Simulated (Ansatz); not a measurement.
This script makes an all-electron equation of state of C, space group C2/m with the Python package of Ansatz (0.2.0).

The script, `c_eos_lapw.py`:
```python
# -*- coding: utf-8 -*-
"""All-electron equation of state of C."""

import warnings

import ansatz
from ase.eos import EquationOfState
from ase.units import GPa
import numpy as np

vectors0 = np.array([
    [2.12732, -1.228282, 0.0],
    [2.12732, 1.228282, 0.0],
    [-1.37907, 0.0, 3.50283],
])
sites = [
    ("C", (0.833356, 0.833356, 9.3e-05)),
    ("C", (0.166644, 0.166644, 0.999907)),
]


def build(cell):
    crystal = ansatz.Crystal(lattice=ansatz.Lattice.of(cell))
    for symbol, position in sites:
        crystal = crystal.atom(symbol, position)
    return crystal


def main():
    warnings.simplefilter("ignore", ansatz.DeckWarning)

    volumes, energies = [], []
    for scale in np.linspace(0.92, 1.08, 5):
        cell = vectors0 * scale ** (1 / 3)
        calculation = (
            build(cell).calculation()
            .functional("pbesol")
            .occupations("Fermi-Dirac", width=0.1)
            .kpoints(14, 14, 8)
            .pseudopotentials("all_electron", lapw=True)
        )
        report = calculation.run(threads=1).report
        volumes.append(abs(np.linalg.det(cell)) / len(sites))
        energies.append(report["free_energy_ev"] / len(sites))
        print(f"{scale:.3f} {volumes[-1]:9.4f} A^3/atom {energies[-1]:16.5f} eV/atom  (estimated basis error {1000 * report['lapw_basis_errors']['total_ev_per_atom']:.2f} meV/atom)")
    v0, e0, bulk = EquationOfState(volumes, energies, eos="birchmurnaghan").fit()
    print(f"V0 = {v0:.4f} A^3/atom, B0 = {bulk / GPa:.1f} GPa")


if __name__ == "__main__":
    main()
```

Its results, one of them left out:

| V (Å³/atom) | F less the lowest row shown (meV/atom) |
| --- | --- |
| 8.420 | 50.46 |
| 8.787 | 5.38 |
| 9.153 | ? |
| 9.519 | 0.00 |
| 9.885 | 30.57 |

What is the missing energy at 9.153 Å³ an atom?

A third-order Birch-Murnaghan fit, E = E0 + (9 V0 B0 / 16) [(t - 1)³ B' + (t - 1)² (6 - 4t)] with t = (V0/V)^(2/3), through the 4 rows shown gives V0 = 9.181 Å³, B0 = 269.0 GPa, B' = 3.55 and E0 = -9.85 meV. At V = 9.153 Å³, t = 1.00209, and the fit interpolates to -9.78 meV. The run gave -9.78 meV, a miss of 0.00 meV.

Caveats:
- Shape and fractional positions are held along the curve, so the bulk modulus is an upper value where they are free to relax, by a factor of two or more in layered or hydrogen-bonded cells.
- Within a few hundredths of an angstrom the cell has the higher group R-3m; the lower one is a small distortion.
- Run time: 3.4 min on 1 thread of Intel(R) Xeon(R) Processor @ 2.30GHz, with other jobs on the host, peak memory 0.98 GiB.
